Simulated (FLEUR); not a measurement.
# Si (Fmmm) in FLEUR: further runs, part 2 of 2

FLEUR MaX-R8.1 (later development tree).

## Step 5: Equation of state, LDA, 14.96 Å³/atom

File inp.xml:

```xml
<?xml version="1.0" encoding="UTF-8" standalone="no"?>
<fleurInput fleurInputVersion="0.39">
   <comment>
      Si                                                                                                  
   </comment>
   <calculationSetup>
      <cutoffs Kmax="4.78" Gmax="14.8" GmaxXC="14.8" numbands="0"/>
      <scfLoop itmax="60" minDistance="0.00001" maxIterBroyd="15" imix="Anderson" alpha="0.05" precondParam="0.0" spinf="2.0" sdNocoIR="T"/>
      <coreElectrons ctail="T" frcor="F" kcrel="0" coretail_lmax="0"/>
      <xcFunctional name="vwn" relativisticCorrections="F"/>
      <magnetism jspins="1"/>
      <soc l_soc="F" theta="0.0" phi="0.0" spav="F"/>
      <expertModes spex="0" secvar="F"/>
      <geometryOptimization l_f="F" forcealpha="1.0" forcemix="BFGS" epsdisp="0.00001" epsforce="0.00001"/>
      <ldaU l_linMix="F" mixParam="0.05" spinf="1.0"/>
   </calculationSetup>
   <cell>
      <bzIntegration valenceElectrons="48.0" mode="hist" fermiSmearingEnergy="0.00183747">
         <kPointListSelection listName="default-1"/>
         <!-- k-points included here -->
         <xi:include xmlns:xi="http://www.w3.org/2001/XInclude" href="kpts.xml"> </xi:include>
      </bzIntegration>
      <!-- symmetry operations included here -->
      <xi:include xmlns:xi="http://www.w3.org/2001/XInclude" href="sym.xml"> </xi:include>
      <bulkLattice scale="1.0000000000">
         <bravaisMatrix>
            <row-1>    0.0000000000000000     5.0264796464398298     8.7744586243866092</row-1>
            <row-2>    4.5774226900919546     0.0000000000000000     8.7744586243866092</row-2>
            <row-3>    4.5774226900919546     5.0264796464398298     0.0000000000000000</row-3>
         </bravaisMatrix>
      </bulkLattice>
   </cell>
   <atomSpecies>
      <species name="Silicon (Si)" element="Si" atomicNumber="14">
         <mtSphere radius="2.05" gridPoints="701" logIncrement="0.016"/>
         <atomicCutoffs lmax="8" lnonsphr="8"/>
         <electronConfig flipSpins="F">
            <coreConfig>(1s1/2)</coreConfig>
            <valenceConfig>(2s1/2) (2p1/2) (2p3/2) (3s1/2) (3p1/2) (3p3/2)</valenceConfig>
            <stateOccupation state="(3p1/2)" spinUp="0.333333" spinDown="0.333333"/>
            <stateOccupation state="(3p3/2)" spinUp="0.666667" spinDown="0.666667"/>
         </electronConfig>
         <energyParameters s="3" p="3" d="3" f="4"/>
         <lo type="SCLO" l="0" n="2" eDeriv="0"/>
         <lo type="SCLO" l="1" n="2" eDeriv="0"/>
         <lo type="SCLO" l="2" n="3" eDeriv="2"/>
         <lo type="SCLO" l="3" n="4" eDeriv="2"/>
      </species>
   </atomSpecies>
   <atomGroups>
      <atomGroup species="Silicon (Si)">
         <relPos label="                   1">.2202307000 .2202307000 -.2202307000</relPos>
         <relPos label="                   2">-.2202307000 -.2202307000 .2202307000</relPos>
         <force calculate="T" relaxXYZ="TTT"/>
      </atomGroup>
      <atomGroup species="Silicon (Si)">
         <relPos label="                   3">.2726057200 -.2726057200 .2726057200</relPos>
         <relPos label="                   4">-.2726057200 .2726057200 -.2726057200</relPos>
         <force calculate="T" relaxXYZ="TTT"/>
      </atomGroup>
   </atomGroups>
   <output dos="F" band="F" slice="F">
      <checks vchk="F" cdinf="F"/>
      <bandDOS minEnergy="-.5*Htr" maxEnergy="0.5*Htr" sigma="0.015" storeEVData="T"/>
      <vacuumDOS vacdos="F" integ="F" star="F" nstars="0" locx1="0.0" locy1="0.0" locx2="0.0" locy2="0.0" nstm="0" tworkf="0.0"/>
      <unfoldingBand unfoldBand="F" supercellX="1" supercellY="1" supercellZ="1"/>
      <plotting iplot="0" polar="F">
         <plot TwoD="T" vec1="  1.0  0.0  0.0" vec2="  0.0  1.0  0.0" vec3="  0.0  0.0  1.0" zero="  0.0  0.0  0.0" file="plot"/>
      </plotting>
      <chargeDensitySlicing numkpt="0" minEigenval="0.0" maxEigenval="0.0" nnne="0" pallst="F"/>
      <specialOutput eonly="F"/>
      <moessbauerParams electricFieldGradient="T" isomerShift="T" coreHyperfine="T" valenceHyperfine="T"/>
      <magneticCircularDichroism mcd="F" energyLo="-10.0" energyUp="0.0"/>
   </output>
  <!-- We include the file relax.xml here to enable relaxations (see documentation) -->
  <xi:include xmlns:xi="http://www.w3.org/2001/XInclude" href="relax.xml"> <xi:fallback/> </xi:include>
</fleurInput>
```

Run with:

```bash
$ inpgen -f crystal.txt -profile fastHighL
$ # inp.xml edited to the form shown
$ fleur_MPI
```

It took 5.4 min on 1 thread of Arm Neoverse V2, shared host; peak memory 0.11 GiB.

It converged, with:

```yaml
Free_energy: -31460.4040 eV
Band_gap_on_the_k_mesh: none (metal or under the smearing width)
Valence_electrons_inside_the_program's_atomic_spheres: Si 9.85, 9.89 (radii Si 2.05 bohr)
```

## Step 6: Equation of state, LDA, 15.56 Å³/atom (volume scaled by 1.04)

Changes to inp.xml since step 5:

```diff
@@ -24,3 +24,3 @@
       <xi:include xmlns:xi="http://www.w3.org/2001/XInclude" href="sym.xml"> </xi:include>
-      <bulkLattice scale="1.0000000000">
+      <bulkLattice scale="1.0131594038">
          <bravaisMatrix>
```

Potentials or basis: all-electron, FLAPW.

Run with:

```bash
$ inpgen -f crystal.txt -profile fastHighL
$ # inp.xml edited to the form shown
$ fleur_MPI
```

Run time: 5.4 min. Hardware: 1 thread of Arm Neoverse V2, shared host; peak memory 0.11 GiB.

It converged, with:

```
Free energy                                           : -31460.3612 eV
Band gap on the k mesh                                : none (metal or under the smearing width)
Valence electrons inside the program's atomic spheres : Si 9.82, 9.86 (radii Si 2.05 bohr)
```

## Step 7: Equation of state, LDA, 15.86 Å³/atom (volume scaled by 1.06)

Changes to inp.xml since step 6:

```diff
@@ -24,3 +24,3 @@
       <xi:include xmlns:xi="http://www.w3.org/2001/XInclude" href="sym.xml"> </xi:include>
-      <bulkLattice scale="1.0131594038">
+      <bulkLattice scale="1.0196128224">
          <bravaisMatrix>
```

Run with:

```bash
$ inpgen -f crystal.txt -profile fastHighL
$ # inp.xml edited to the form shown
$ fleur_MPI
```

It took 5.7 min on 1 thread of Arm Neoverse V2, shared host; peak memory 0.12 GiB.

Results (log left out):

| Quantity | Value |
| --- | --- |
| Free energy | -31460.3189 eV |
| Band gap on the k mesh | none (metal or under the smearing width) |
| Valence electrons inside the program's atomic spheres | Si 9.80, 9.84 (radii Si 2.05 bohr) |

## Step 8: Equation of state, LDA

Potentials or basis: all-electron, FLAPW.

This step only gathers the single runs of the series.

Results:

| Item | Value |
| --- | --- |
| Equilibrium volume | 14.86 Å³/atom |
| Bulk modulus at fixed shape and positions | 115 GPa |
| Pressure derivative of the bulk modulus | 4.5 (rough: it moves with the points fitted) |

Energy against volume, from the lowest point:
| volume (Å³/atom) | energy (meV/atom) |
| --- | --- |
| 14.061 | 16.72 |
| 14.360 | 6.11 |
| 14.958 | 0.00 |
| 15.557 | 10.69 |
| 15.856 | 21.27 |

Caveat: the cell was scaled at fixed shape and fractional positions, which overstates the stiffness of a crystal with free parameters, most of all of layers and chains.
